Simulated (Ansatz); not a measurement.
WC:

```xyz
2
Lattice="0.0000 2.1927 2.1927 2.1927 0.0000 2.1927 2.1927 2.1927 0.0000" Properties=species:S:1:pos:R:3 pbc="T T T"
W     0.0000    0.0000    0.0000
C     2.1927    2.1927    2.1927
```

Measurements of this composition are mostly on another form, of space group No. 187.

Base run:

* Program: Ansatz 0.2.0
* Functional: LDA
* Potentials or basis: all-electron LAPW, scalar-relativistic
* Cutoff: 337 eV (chosen from the basis error)
* Basis error allowed: 0.001 eV/atom
* k mesh: 10 × 10 × 10
* Occupations: fermi-dirac, width 0.05 eV
* Spin: no spin polarisation

Its results: pressure -16.1 GPa.

Question: The run is repeated on the same cell with these changes: functional from LDA to PBEsol. What comes out?

Answer: Pressure -10.2 GPa.

PBEsol binds less tightly than LDA, so the same cell stands under more pressure.
